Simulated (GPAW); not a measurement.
# TePb (Fm-3m) in GPAW: a series of runs, part 2 of 2

GPAW 26.7.0. The steps go on from the part before.

## 5. Relaxation of cell and atoms, LDA, target pressure 1 GPa, at which the enthalpy is minimised

run.py

```python
from ase.filters import FrechetCellFilter
from ase.io import read, write
from ase.optimize import LBFGS
from ase.units import GPa
from gpaw import GPAW, PW

atoms = read('POSCAR')

calc = GPAW(mode=PW(600),
            xc='LDA',
            kpts={'size': (7, 7, 7), 'gamma': True},
            occupations={'name': 'fermi-dirac', 'width': 0.05},
            nbands=19,
            convergence={'density': 1e-05, 'forces': 0.0001},
            maxiter=150,
            txt='gpaw.txt')
atoms.calc = calc
opt = LBFGS(FrechetCellFilter(atoms, scalar_pressure=1 * GPa), trajectory='relax.traj', logfile='-')
done = opt.run(fmax=0.02, steps=40)
calc.write('gs.gpw')
write('result.traj', atoms)
print('Converged:', done)
print('Cell:', atoms.cell.cellpar().round(4))
print('Volume:', round(atoms.get_volume(), 4))
print(atoms.get_scaled_positions().round(5))
```

POSCAR

```
TePb
1.0
    0.0000000000      3.2310000000      3.2310000000
    3.2310000000      0.0000000000      3.2310000000
    3.2310000000      3.2310000000      0.0000000000
Pb Te
1 1
Direct
    0.0000000000      0.0000000000      0.0000000000
    0.5000000000      0.5000000000      0.5000000000
```

Potentials or basis: the program's PAW data sets (release 1.2.1) made for this functional, pw.

On the command line:

```console
$ OMP_NUM_THREADS=1 python run.py
```

gpaw.txt:

```text
__  _  _
 | _ |_)|_||  |
 |__||  | ||/\| - 26.7.0

Input parameters:
  mode=PW(ecut=600.0),
  convergence={'density': 1e-05, 'forces': 0.0001},
  kpts=MonkhorstPack(size=(7, 7, 7), gamma=True),
  maxiter=150,
  nbands=19,
  occupations=Occupations(name='fermi-dirac', width=0.05),
  xc=XC(name='LDA')

Diagonalizing LCAO Hamiltonian
Converting LCAO to pw mode

                 Te

       Pb

Atoms  # Å, Bohr magnetons
|   | symbol |        x |        y |        z |    initial magnetic moments |
|---|--------|----------|----------|----------|-----------------------------|
| 0 |     Pb | 0.000000 | 0.000000 | 0.000000 | ( 0.0000,  0.0000,  0.0000) |
| 1 |     Te | 3.231000 | 3.231000 | 3.231000 | ( 0.0000,  0.0000,  0.0000) |

Unit cell  # Å
| periodic |        x |        y |        z |  lengths |    angles |
|----------|----------|----------|----------|----------|-----------|
|      yes | 0.000000 | 3.231000 | 3.231000 | 4.569324 | 60.000000 |
|      yes | 3.231000 | 0.000000 | 3.231000 | 4.569324 | 60.000000 |
|      yes | 3.231000 | 3.231000 | 0.000000 | 4.569324 | 60.000000 |

Number of symmetries: 48
Symmetry operations  # r_c * U_cc + t_c -> r_c
|    | kind |            matrix            |
|----|------|------------------------------|
|  0 |  σ   |  1, 0, 0,  1, 0,-1,  1,-1, 0 |
|  1 |  C2  |  1, 0, 0,  1,-1, 0,  1, 0,-1 |
|  2 |  E   |  1, 0, 0,  0, 1, 0,  0, 0, 1 |
|  3 |  σ   |  1, 0, 0,  0, 0, 1,  0, 1, 0 |
|  4 |  C4  |  1, 0,-1,  1, 0, 0,  1,-1, 0 |
|  5 |  S6  |  1, 0,-1,  1,-1, 0,  1, 0, 0 |
|  6 |  σ   |  1, 0,-1,  0, 1,-1,  0, 0,-1 |
|  7 |  C3  |  1, 0,-1,  0, 0,-1,  0, 1,-1 |
|  8 |  S6  |  1,-1, 0,  1, 0, 0,  1, 0,-1 |
[... 228 lines left out ...]
Gap: 0.920 eV
Transition (v -> c):
  (s=0, k=19, n=9, [0.43, 0.43, 0.43]) -> (s=0, k=19, n=10, [0.43, 0.43, 0.43])
No difference between direct/indirect transitions

Stress tensor  # eV/Ang^3
|         x |        y |         z |
|-----------|----------|-----------|
|  0.012586 | 0.000000 | -0.000000 |
|  0.000000 | 0.012586 |  0.000000 |
[... 283 lines left out ...]
| 0.00000 |  0.00000 | -0.00000 |  # Pb   0
| 0.00000 | -0.00000 |  0.00000 |  # Te   1

Interpolating wave functions to new cell

                 Te

       Pb

Atoms  # Å, Bohr magnetons
|   | symbol |        x |        y |         z |    initial magnetic moments |
|---|--------|----------|----------|-----------|-----------------------------|
| 0 |     Pb | 0.000000 | 0.000000 | -0.000000 | ( 0.0000,  0.0000,  0.0000) |
| 1 |     Te | 3.157024 | 3.157024 |  3.157024 | ( 0.0000,  0.0000,  0.0000) |

Unit cell  # Å
| periodic |        x |         y |         z |  lengths |    angles |
|----------|----------|-----------|-----------|----------|-----------|
|      yes | 0.000000 |  3.157024 |  3.157024 | 4.464706 | 60.000000 |
|      yes | 3.157024 | -0.000000 |  3.157024 | 4.464706 | 60.000000 |
|      yes | 3.157024 |  3.157024 | -0.000000 | 4.464706 | 60.000000 |

Number of symmetries: 48
Symmetry operations  # r_c * U_cc + t_c -> r_c
|    | kind |            matrix            |
|----|------|------------------------------|
|  0 |  σ   |  1, 0, 0,  1, 0,-1,  1,-1, 0 |
|  1 |  C2  |  1, 0, 0,  1,-1, 0,  1, 0,-1 |
|  2 |  E   |  1, 0, 0,  0, 1, 0,  0, 0, 1 |
|  3 |  σ   |  1, 0, 0,  0, 0, 1,  0, 1, 0 |
|  4 |  C4  |  1, 0,-1,  1, 0, 0,  1,-1, 0 |
|  5 |  S6  |  1, 0,-1,  1,-1, 0,  1, 0, 0 |
|  6 |  σ   |  1, 0,-1,  0, 1,-1,  0, 0,-1 |
|  7 |  C3  |  1, 0,-1,  0, 0,-1,  0, 1,-1 |
|  8 |  S6  |  1,-1, 0,  1, 0, 0,  1, 0,-1 |
[... 233 lines left out ...]
Stress tensor  # eV/Ang^3
|         x |         y |         z |
|-----------|-----------|-----------|
| -0.007692 |  0.000000 |  0.000000 |
|  0.000000 | -0.007692 |  0.000000 |
|  0.000000 |  0.000000 | -0.007692 |

Forces  # eV/Ang
|       x |        y |        z |
|---------|----------|----------|
| 0.00000 | -0.00000 | -0.00000 |  # Pb   0
| 0.00000 |  0.00000 |  0.00000 |  # Te   1

Interpolating wave functions to new cell

                 Te

       Pb

Atoms  # Å, Bohr magnetons
|   | symbol |        x |         y |         z |    initial magnetic moments |
|---|--------|----------|-----------|-----------|-----------------------------|
| 0 |     Pb | 0.000000 | -0.000000 | -0.000000 | ( 0.0000,  0.0000,  0.0000) |
| 1 |     Te | 3.161853 |  3.161853 |  3.161853 | ( 0.0000,  0.0000,  0.0000) |

Unit cell  # Å
| periodic |        x |         y |         z |  lengths |    angles |
|----------|----------|-----------|-----------|----------|-----------|
|      yes | 0.000000 |  3.161853 |  3.161853 | 4.471535 | 60.000000 |
|      yes | 3.161853 | -0.000000 |  3.161853 | 4.471535 | 60.000000 |
|      yes | 3.161853 |  3.161853 | -0.000000 | 4.471535 | 60.000000 |

Number of symmetries: 48
Symmetry operations  # r_c * U_cc + t_c -> r_c
|    | kind |            matrix            |
|----|------|------------------------------|
|  0 |  σ   |  1, 0, 0,  1, 0,-1,  1,-1, 0 |
|  1 |  C2  |  1, 0, 0,  1,-1, 0,  1, 0,-1 |
|  2 |  E   |  1, 0, 0,  0, 1, 0,  0, 0, 1 |
|  3 |  σ   |  1, 0, 0,  0, 0, 1,  0, 1, 0 |
|  4 |  C4  |  1, 0,-1,  1, 0, 0,  1,-1, 0 |
|  5 |  S6  |  1, 0,-1,  1,-1, 0,  1, 0, 0 |
|  6 |  σ   |  1, 0,-1,  0, 1,-1,  0, 0,-1 |
|  7 |  C3  |  1, 0,-1,  0, 0,-1,  0, 1,-1 |
|  8 |  S6  |  1,-1, 0,  1, 0, 0,  1, 0,-1 |
[... 232 lines left out ...]
Stress tensor  # eV/Ang^3
|         x |         y |         z |
|-----------|-----------|-----------|
| -0.006151 | -0.000000 |  0.000000 |
| -0.000000 | -0.006151 | -0.000000 |
|  0.000000 | -0.000000 | -0.006151 |

Forces  # eV/Ang
|       x |        y |       z |
|---------|----------|---------|
| 0.00000 |  0.00000 | 0.00000 |  # Pb   0
| 0.00000 | -0.00000 | 0.00000 |  # Te   1

# Writing to gs.gpw (mode='')
```

Run time: 55 s. Hardware: 1 thread of Arm Neoverse V2, shared host; peak memory 0.22 GiB.

What came out:

| Quantity | Value |
| --- | --- |
| Free energy | -9.1097 eV |
| Relaxed volume | 31.61 Å³/atom |
| Relaxed cell | a = 4.472 Å, b = 4.472 Å, c = 4.472 Å, α = 60.00°, β = 60.00°, γ = 60.00° |
| Space group after relaxing (to 0.05 Å) | Fm-3m (No. 225) |
| Energy change on relaxing (the enthalpy is what falls) | -7.9 meV/atom |
| Ionic steps | 4 |
| Pressure after relaxing | 1.0 GPa |

The path:
| step | energy change (eV) | largest force (eV/Å) | pressure (GPa) | volume (Å³) |
| --- | --- | --- | --- | --- |
| 1 | 0.0000 | 0.0000 | -2.02 | 67.46 |
| 2 | -0.0099 | 0.0000 | -1.46 | 66.55 |
| 3 | -0.0138 | 0.0000 | 1.23 | 62.93 |
| 4 | -0.0158 | 0.0000 | 0.99 | 63.22 |

Final structure:
```yaml
crystal:
  lattice:
    - [0.00000, 3.16185, 3.16185]
    - [3.16185, 0.00000, 3.16185]
    - [3.16185, 3.16185, 0.00000]
  atoms:
    - { symbol: Pb, position: [0.00000, 0.00000, 0.00000] }
    - { symbol: Te, position: [0.50000, 0.50000, 0.50000] }
```

Levels at points of the mesh, in eV from the Fermi level:
| k point | band 8 | band 9 | band 10 | band 11 | band 12 | band 13 |
| --- | --- | --- | --- | --- | --- | --- |
| (0.00, 0.00, 0.00) | -1.91 | -1.91 | -1.91 | 3.74 | 3.74 | 3.74 |

Caveat: this odd mesh misses L, where the gap lies, so gap, dielectric constants and Born charges aren't listed; later steps reuse the first step's grids. The run has no spin-orbit coupling, so splittings on Pb, Te are missing.

## 6. Overview

```csv
task,level,potentials or basis,cell,k mesh,cutoff (eV),smearing,maxiter,optimizer,fmax,max steps,convergence,pressure (GPa)
single point,LDA,"the program's PAW data sets (release 1.2.1) made for this functional, pw",as given,6 × 6 × 6,500,fermi-dirac 0.05 eV,80,-,-,-,-,-2.2
single point,PBE,"GPAW PAW data sets (gpaw-data 1.2.1), pw",as given,7 × 7 × 7,600,gaussian 0.011 eV,150,-,-,-,-,1.8
relaxation of cell and atoms,PBE,"GPAW PAW data sets (gpaw-data 1.2.1), pw",relaxed,7 × 7 × 7,600,fermi-dirac 0.05 eV,150,BFGS,0.02 eV/Å,40,density=1e-05 forces=0.0001,0.1
relaxation of cell and atoms,LDA,"the program's PAW data sets (release 1.2.1) made for this functional, pw",relaxed to 1 GPa,7 × 7 × 7,600,fermi-dirac 0.05 eV,150,LBFGS,0.02 eV/Å,40,density=1e-05 forces=0.0001,1.0
```

Alike in all rows: no spin polarisation.

Caveats: later steps reuse the first step's grids (some runs); the cutoff is short for stress and forces, so pressures can be off by a GPa or more (some runs); spin-orbit coupling is left out, which as a rule narrows the gap of such compounds by several tenths of an eV (some runs).

Total energies depend on the potentials used, so only differences within one code and one set of settings carry meaning.

## 7. Comparison with measurements

Step 2. A measured gap of TePb is 0.19 eV (direct; 4.2 K; a printed reference work, monograph); the calculated 0.62 eV misses it by +0.43 eV. Spin-orbit coupling on Pb, Te is left out. The value is that of LDA on a finite k mesh, which can miss the band edges, without temperature or zero-point motion.
